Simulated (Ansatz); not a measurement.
# InSe (R3m) in Ansatz: elastic constants with PBEsol

Aim: the elastic constants of InSe with PBEsol.

Everything below comes from runs of Ansatz 0.2.0. Logs are shortened: lines on timing, memory, paths and dates and some standing lists are left out, and cuts for length are marked.

**Experimental background.**

“The Interaction of Hydrogen with the van der Waals Crystal γ-InSe”, 2020, pmc:7321205 reports, for a bulk crystal of InSe at 300 K: band gap 1.25 eV.

The results are compared with them further down.

**1. The crystal as given**

Symmetry: R3m, No. 160, trigonal system. The conventional cell has a = 4.000 Å, b = 4.000 Å, c = 25.320 Å, α = 90.00°, β = 90.00°, γ = 120.00°. Around In (site symmetry 3m) lie 3 Se at 2.63 Å and 1 In at 2.82 Å. Around In (site symmetry 3m) lie 3 Se at 2.64 Å and 1 In at 2.82 Å. Around Se (site symmetry 3m) lie 3 In at 2.63 Å. Se (site symmetry 3m) is surrounded by 3 In at 2.64 Å.

**2. Elastic constants, PBEsol**

Contents of input.yaml:

```yaml
crystal:
  lattice:
    - [2.0, 1.1547005384, 8.44]
    - [-2.0, 1.1547005384, 8.44]
    - [0.0, -2.3094010768, 8.44]
  atoms:
    - { symbol: In, position: [0.8886, 0.8886, 0.8886] }
    - { symbol: In, position: [0.0, 0.0, 0.0] }
    - { symbol: Se, position: [0.1719, 0.1719, 0.1719] }
    - { symbol: Se, position: [0.3835, 0.3835, 0.3835] }
hamiltonian:
  xc: pbesol
  pseudopotentials: { kind: paw }
kpoints:
  mp_grid: { grid: [8, 8, 8] }
scf:
  occupations: { method: fixed }
output:
  forces: true
  stress: true
elastic:
  mode: relaxed_ion
  stencil: two_point
```

Potentials or basis: Ansatz PAW.

Run with:

```sh
$ ansatz run input.yaml --threads 2 --pin off --max-ram 5632MiB --backend cpu --events-out ev --progress --plain --runs-dir out
```

What it wrote:

```text
Warning: RAYON_NUM_THREADS=2 ignored (pool sized by the plan → 2); use --threads N
Engine: ansatz 0.2.0, aarch64-unknown-linux-gnu
Pseudopotentials: kind: paw
Pseudopotential: In, paw, valence charge 13, recommended cutoff 420 eV (normal), In.paw.azcp
Pseudopotential: Se, paw, valence charge 16, recommended cutoff 420 eV (normal), Se.paw.azcp
Functional definition: PBEsol
  exchange = pbesol_x
  correlation = pbesol_c
Crystal: 4 atoms, lattice volume = 116.948 Å³
Basis set: ecut = 420 eV, 2309 PW (Γ), exchange–correlation on 120×120×120 points (8 copies of the dense FFT grid, shifted against one another)
Bands: 35, of which v1, the nominal top of the filled ones, is band 29 counted from 1 (28 counted from 0)
Symmetry: 6 space group operations
Space group: R3m (ITA 160), of the structure as read, at distance tolerance 4.9e-5 Å
k-points: 65 of 512 (time reversal used)
Non-local potential: In, projectors of the file, l = 0: 2, l = 1: 2, l = 2: 2, l = 3: 2
Non-local potential: Se, projectors of the file, l = 0: 2, l = 1: 2, l = 2: 3, l = 3: 1
PAW form: soft (Blöchl's): semilocal exchange-correlation on the pseudo side does not see the compensation charge
PAW frozen core: In, regenerated for the run's functional, and the local potential with it (the file was generated under x = pbe(κ = 0.804, μ = 0.2195149727645171), c = pbe(β = 0.06672455060314922))
PAW frozen core: Se, regenerated for the run's functional, and the local potential with it (the file was generated under x = pbe(κ = 0.804, μ = 0.2195149727645171), c = pbe(β = 0.06672455060314922))
PAW one-centre angular grid: In, 590 points (default); XC on 64 Gauss nodes
PAW one-centre angular grid: Se, 590 points (default); XC on 64 Gauss nodes
Initial density: superposition of atomic densities (neutral atoms: chi_scale 0, normalization atom), corrected by the library's trained network
Initial wavefunctions: pseudopotential atomic-orbital guess
Functional: x = pbesol(κ = 0.804, μ = 0.12345679012345678), c = pbesol(β = 0.046)
SCF iter   1: F=—  HF=-21901.165989 eV  |F-HF|=—  |Δ(HF+E_count)|=         —  Δρ=4.19e-3  dr2=4.71e-2  ethr=1.77e-3  ⟨swp⟩=5.0  Hψ=8077  notcnv=0  defer=260
preconditioner: auto → Resta (q_TF=auto, 2.427 Å⁻¹)  ε∞=3.3  [insulator: Δε(μ)=0.330 eV  Ē_g=13.870 eV  n_scr=30 (ndim 8)  ℏωp=21.2 eV  f_vac=0.087  ε∞_Penn≈3.3]
SCF iter   2: F=—  HF=-21901.153907 eV  |F-HF|=—  |Δ(HF+E_count)|=   1.21e-2  Δρ=1.55e-3  dr2=2.91e-3  ethr=8.12e-5  ⟨swp⟩=2.0  Hψ=2974  notcnv=0  defer=260
SCF iter   3: F=—  HF=-21901.153500 eV  |F-HF|=—  |Δ(HF+E_count)|=   4.07e-4  Δρ=6.52e-4  dr2=6.05e-4  ethr=5.03e-6  ⟨swp⟩=2.0  Hψ=3564  notcnv=0  defer=260
SCF iter   4: F=—  HF=-21901.153567 eV  |F-HF|=—  |Δ(HF+E_count)|=   6.74e-5  Δρ=1.97e-4  dr2=5.78e-5  ethr=1.04e-6  ⟨swp⟩=2.0  Hψ=2743  notcnv=0  defer=260
SCF iter   5: F=—  HF=-21901.153601 eV  |F-HF|=—  |Δ(HF+E_count)|=   3.40e-5  Δρ=4.02e-5  dr2=2.18e-6  ethr=9.96e-8  ⟨swp⟩=2.0  Hψ=2784  notcnv=0  defer=88
SCF iter   6: F=—  HF=-21901.153618 eV  |F-HF|=—  |Δ(HF+E_count)|=   1.62e-5  Δρ=8.76e-6  dr2=1.20e-7  ethr=3.77e-9  ⟨swp⟩=2.0  Hψ=2866  notcnv=0  defer=76
SCF iter   7: F=—  HF=-21901.153618 eV  |F-HF|=—  |Δ(HF+E_count)|=   1.56e-7  Δρ=3.10e-6  dr2=1.41e-8  ethr=2.06e-10  ⟨swp⟩=2.0  Hψ=4071  notcnv=0  defer=76
SCF iter   8: F=—  HF=-21901.153618 eV  |F-HF|=—  |Δ(HF+E_count)|=   1.02e-8  Δρ=1.10e-6  dr2=2.44e-9  ethr=2.42e-11  ⟨swp⟩=2.0  Hψ=4084  notcnv=0  defer=76
SCF iter   9: F=—  HF=-21901.153618 eV  |F-HF|=—  |Δ(HF+E_count)|=   1.86e-9  Δρ=4.52e-7  dr2=3.62e-10  ethr=4.22e-12  ⟨swp⟩=2.0  Hψ=4084  notcnv=0  defer=76
SCF iter  10: F=—  HF=-21901.153618 eV  |F-HF|=—  |Δ(HF+E_count)|=  5.60e-10  Δρ=1.21e-7  dr2=2.88e-11  ethr=6.25e-13 (applied; sched 1.00e-12)  ⟨swp⟩=3.0  Hψ=4084  notcnv=0  defer=76
SCF iter  11: F=—  HF=-21901.153618 eV  |F-HF|=—  |Δ(HF+E_count)|=  5.09e-11  Δρ=4.10e-8  dr2=2.85e-12  ethr=4.97e-14 (applied; sched 1.00e-12)  ⟨swp⟩=2.0  Hψ=3961  notcnv=0  defer=76
SCF iter  12: F=—  HF=-21901.153618 eV  |F-HF|=—  |Δ(HF+E_count)|=    0.00e0  Δρ=1.39e-8  dr2=3.68e-13  ethr=4.91e-15 (applied; sched 1.00e-12)  ⟨swp⟩=2.0  Hψ=4084  notcnv=0  defer=76
SCF iter  13: F=—  HF=-21901.153618 eV  |F-HF|=—  |Δ(HF+E_count)|=  3.64e-12  Δρ=5.61e-9  dr2=1.27e-13  ethr=1.00e-12  ⟨swp⟩=10.1  Hψ=11515  notcnv=0
SCF iter  14: F=-21901.153618 eV  HF=-21901.153618 eV  |F-HF|=0.00e0  |Δ(HF+E_count)|=  3.64e-12  Δρ=2.12e-9  dr2=7.11e-15  ethr=1.00e-12  ⟨swp⟩=4.0  Hψ=6648  notcnv=0
SCF 1 converged in 14 iterations: F = -21901.153618 eV  dr2 = 7.11e-15
relax step   1: F+E_penalty+E_count = -21901.15361778 eV  Δ(F+E_penalty+E_count) = +0.000e0 eV  max|allowed force component| = 3.004e-1 eV/Å  Δτ_max = 0.0000 Å  (14 SCF iters, accepted)
Initial density: handed on by an earlier stage of this run
Initial wavefunctions: pseudopotential atomic-orbital guess (no wavefunctions were taken with the density)
SCF iter   1: F=—  HF=-22073.011065 eV  |F-HF|=—  |Δ(HF+E_count)|=         —  Δρ=5.11e-1  dr2=7.94e2  ethr=3.10e-3  ⟨swp⟩=8.2  Hψ=11754  notcnv=0  defer=243
preconditioner: auto → Resta (q_TF=auto, 2.427 Å⁻¹)  ε∞=3.5  [insulator: Δε(μ)=0.022 eV  Ē_g=8.747 eV  n_scr=30 (ndim 8)  ℏωp=13.7 eV  f_vac=0.076  ε∞_Penn≈3.5]
[... 432 lines left out ...]
Harris-Foulkes:  -21901.159564 eV  (|F-HF|=3.64e-12)
Internal energy: -21901.159564 eV  (E = F + TS)
E sigma→0 (E₀):  -21901.159564 eV
Fermi energy:    7.105853 eV
--- Per-component energies (eV) ---
  E_band       = -921.197744
  E_kinetic    = 723.246760
  E_local      = -7916.790211  (includes V_loc(G=0)·N_el)
  E_nonlocal   = -448.443663
  E_hartree    = 3643.197015
  E_xc         = -632.969741
  E_vxc        = -395.087316  (∫ρ·V_xc dr)
  E_paw        = -11904.099757  (= ΣΔE_a)
  E_vpaw       = -170.516191  (= ΣTr[D̂ρ^β])
  E_aug_tail   = -0.001161  (compensation charges beyond the density's cutoff)
  E_ewald      = -5367.787512
  E_core_change = 2.488706  (= ΣΔE_core)
  E_smearing   = -0.000000  (= −TS)
  E_closure    = -0.000000  (closes the sum)
  Σ components = -21901.159564   (vs F -21901.159564, Δ=0.00e0)
--- Forces (eV/Å), atoms counted from 1 ---
  atom   1  In     0.00000000    -0.00000000     0.00000926
  atom   2  In    -0.00000000    -0.00000000    -0.00001547
  atom   3  Se     0.00000000     0.00000000    -0.00000486
  atom   4  Se     0.00000000     0.00000000     0.00001107
  max |Σ_I F_I| component: 3.84e-9 eV/Å
--- Stress (GPa, compression-positive) ---
        0.183649       0.000000       0.000000
        0.000000       0.183649       0.000000
       -0.000000       0.000000       0.013289
  P = ⅓ Tr σ = 0.1269 GPa (1.269 kbar)
--- Band table (eV; the first three rows and the last of 65) ---
  k-point 0: bands = ["-40.3747", "-40.3747", "-40.3736", "-40.3736", "-40.3479", "-40.3479", "-40.3477", "-40.3477", "-40.3380", "-40.3377", "-7.6272", "-7.4280", "-7.4280", "-7.3381", "-7.3381", "-7.3282", "-7.3282", "-7.1440", "-7.1440", "-7.1340", "-6.4158", "-6.0107", "0.7349", "3.6807", "5.5771", "5.8680", "5.8680", "5.9507", "5.9507", "8.7921", "9.1629", "11.4660", "11.4660", "12.3527", "12.6254"]
  k-point 1: bands = ["-40.3747", "-40.3747", "-40.3736", "-40.3736", "-40.3479", "-40.3479", "-40.3478", "-40.3477", "-40.3379", "-40.3377", "-7.6286", "-7.4898", "-7.4258", "-7.4061", "-7.3328", "-7.3268", "-7.3198", "-7.1801", "-7.1454", "-7.0750", "-6.2371", "-5.8626", "0.8488", "3.4146", "4.8451", "5.4643", "5.6697", "5.7840", "5.9956", "9.1510", "9.8514", "10.7479", "11.6128", "11.9562", "12.6817"]
  k-point 2: bands = ["-40.3747", "-40.3746", "-40.3736", "-40.3735", "-40.3480", "-40.3479", "-40.3478", "-40.3477", "-40.3379", "-40.3376", "-7.6665", "-7.5602", "-7.5275", "-7.4239", "-7.3437", "-7.2993", "-7.2956", "-7.1984", "-7.1484", "-7.0224", "-5.8165", "-5.5040", "1.0555", "2.6505", "3.6567", "5.0970", "5.2764", "5.4000", "6.0940", "9.0730", "9.3040", "11.1411", "11.3247", "11.8134", "13.5027"]
  k-point 64: bands = ["-40.3747", "-40.3747", "-40.3736", "-40.3736", "-40.3479", "-40.3479", "-40.3477", "-40.3477", "-40.3380", "-40.3377", "-7.6271", "-7.4282", "-7.4282", "-7.3380", "-7.3380", "-7.3282", "-7.3282", "-7.1440", "-7.1439", "-7.1439", "-6.2609", "-6.1722", "1.0680", "2.7960", "5.7943", "5.7943", "6.0312", "6.0312", "7.1059", "7.5146", "9.2382", "11.3863", "11.3863", "12.7476", "12.7476"]
--- Elastic constants: 3 strain directions × 2 members + reference (group order 6) ---
  dense FFT box of the reference and of every strained cell: 60×60×60
  strains applied: 11, 33, 23; error gains: componentwise 1.00 (the most a stress slope's error grows in a printed constant), spectral 1.41 (1 for all six strains in a standard setting)
  reference relaxed by the batch: 6 steps; max|allowed force component| 3.00e-1 eV/Å at the deck's positions, 1.55e-5 at the last accepted step, 1.55e-5 by the solve of record
  largest displacement 2.3e-2 Å; the constants are those of the deck's cell at these positions:
  atoms:
    - { symbol: In, position: [0.8895134249220831, 0.8895134249220831, 0.889513424922083] }
    - { symbol: In, position: [-0.0008558617953024521, -0.0008558617953024521, -0.0008558617953024531] }
    - { symbol: Se, position: [0.17222923084473832, 0.17222923084473832, 0.17222923084473832] }
    - { symbol: Se, position: [0.38311320602848103, 0.38311320602848103, 0.38311320602848103] }
  C = ∂σ_k/∂η_j (tension-positive GPa; Voigt order 11 22 33 23 13 12):
        65.543     20.677      8.812      2.154      0.000      0.000
        20.677     65.543      8.812     -2.154      0.000      0.000
         8.640      8.640     18.258      0.000      0.000      0.000
         2.153     -2.153     -0.000      6.523      0.000      0.000
        -0.000      0.000      0.000     -0.000      6.523      2.153
         0.000     -0.000     -0.000      0.000      2.154     22.433
  reference stress σ⁰ (GPa):     -0.184     -0.184     -0.013     -0.000      0.000     -0.000
  C* (energy form; C + prestress term) asymmetry max|C*_kj − C*_jk| = 1.983e-3 GPa — a small one proves nothing (zero by symmetry where the batch's group is 432, −43m or m−3m); a large one is finite-difference/SCF noise where every solve meets its electron count
  moduli (Voigt/Reuss/Hill, GPa): K = 25.07/16.19/20.63   G = 14.51/9.72/12.11   E = 30.39   ν = 0.254
  mechanically stable: yes (min eigenvalue of sym C = 6.24 GPa)
  strain η (Voigt 11):  stress-route row diagonal C_11 = 65.54 GPa, energy-path curvature d²(F+E_count+ΔE)/dδ²/Ω₀ = 65.49 GPa
         δ    σ_11 (GPa)             F (eV)   n_scf  n_hpsi   n_pw
    -2.000e-3      -0.3154      -21901.1591976       4   53969   2305   relax 4 steps, max|allowed force component| 2.32e-5 eV/Å
     2.000e-3      -0.0533      -21901.1597329       4   53665   2313   relax 4 steps, max|allowed force component| 2.27e-5 eV/Å
  strain η (Voigt 33):  stress-route row diagonal C_33 = 18.26 GPa, energy-path curvature d²(F+E_count+ΔE)/dδ²/Ω₀ = 18.25 GPa
         δ    σ_33 (GPa)             F (eV)   n_scf  n_hpsi   n_pw
    -2.000e-3      -0.0508      -21901.1595152       4   23456   2309   relax 3 steps, max|allowed force component| 6.04e-6 eV/Å
     2.000e-3       0.0222      -21901.1595568       4   23872   2315   relax 3 steps, max|allowed force component| 3.87e-5 eV/Å
  strain η (Voigt 23):  stress-route row diagonal C_44 = 6.52 GPa, energy-path curvature d²(F+E_count+ΔE)/dδ²/Ω₀ = 6.56 GPa
         δ    σ_23 (GPa)             F (eV)   n_scf  n_hpsi   n_pw
    -2.000e-3      -0.0129      -21901.1595528       4   53987   2310   relax 6 steps, max|allowed force component| 3.24e-6 eV/Å
     2.000e-3       0.0132      -21901.1595514       4   53615   2309   relax 5 steps, max|allowed force component| 4.25e-5 eV/Å
```

Wall time 15 min (2 threads of Arm Neoverse V1, shared host); peak memory 0.95 GiB.

Results:

```yaml
Free_energy: -21901.1596 eV
Pressure: 0.1 GPa
Band_gap_on_the_k_mesh: 0.41 eV, direct
Voigt_bulk_modulus: 25 GPa
```

Elastic tensor in Voigt notation (GPa, in the Cartesian axes of the cell as first typed):
```
66 21  9  2  0  0
21 66  9 -2  0  0
 9  9 18  0  0  0
 2 -2  0  7  0  0
 0  0  0  0  7  2
 0  0  0  0  2 22
```

Caveat: spin-orbit coupling is left out, which moves the levels of the heavy elements; the PAW data sets come from PBE, with cores solved anew for the run's functional, which leaves a small shift of forces and pressure.

**3. How close it comes**

Step 2. Against the measured gap of InSe, 1.25 eV (300 K; “The Interaction of Hydrogen with the van der Waals Crystal γ-InSe”, 2020, pmc:7321205), the calculated 0.41 eV is off by -0.84 eV. Spin-orbit coupling on In, Se is left out. The value is that of PBEsol on a finite k mesh, which can miss the band edges, without temperature or zero-point motion. Semilocal functionals fall short of measured gaps as a rule.
